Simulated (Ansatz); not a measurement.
**Mg in Ansatz: convergence with smearing width**

Input of the first run (smearing width 0.3 eV); the others differ in this setting and in those tied to it:

Contents of input.yaml:

```yaml
crystal:
  lattice:
    - [3.2093, 0.0, 0.0]
    - [-1.60465, 2.7793353284, 0.0]
    - [0.0, 0.0, 5.2103]
  atoms:
    - { symbol: Mg, position: [0.671671, 0.338581, 0.754315] }
    - { symbol: Mg, position: [0.33659, 0.680996, 0.24316] }
hamiltonian:
  xc: pbesol
  pseudopotentials: { kind: paw }
kpoints:
  mp_grid: { grid: [7, 7, 4] }
scf:
  occupations: { method: gaussian, width: 0.3 }
output:
  forces: true
  stress: true
  eigenvalues: true
```

Potentials or basis: Ansatz PAW.

Command:

```sh
$ ansatz run input.yaml --threads 2 --pin off --max-ram 5632MiB --backend cpu --events-out ev --progress --plain --runs-dir out
```

The cell isn't the ideal one: atoms moved at random, drawn with an rms of 0.05 Å.

Hardware: 2 threads of Intel(R) Xeon(R) Processor @ 2.50GHz (Skylake/Cascade Lake), on a shared host.

```csv
smearing width,"energy less the tightest run, at zero smearing (meV/atom)",largest force (eV/Å),SCF cycles,CPU time (s),peak memory (GiB)
0.3 eV,-1.01,0.176,6,5.3,0.35
0.2 eV,-0.92,0.182,6,5.2,0.35
0.15 eV,-0.82,0.185,6,5.3,0.35
0.1 eV,-0.51,0.188,6,5.2,0.35
0.05 eV,-0.27,0.190,6,5.4,0.35
0.025 eV,-0.09,0.190,6,5.2,0.35
0.01 eV,-0.01,0.190,6,5,0.35
0.005 eV,0.00,0.189,6,5.1,0.35
```

Against the tightest run, the energy stays within 1 meV/atom from 0.2 eV on; the largest force stays within 0.005 eV/Å from 0.15 eV on. Narrower smearing needs a denser k mesh, so at a fixed mesh the narrowest width isn't the most accurate. The tightest run that finished is the yardstick and may itself not be fully converged.

Caveat, for the tightest run too: the PAW data sets come from PBE, with cores solved anew for the run's functional, which leaves a small shift of forces and pressure.
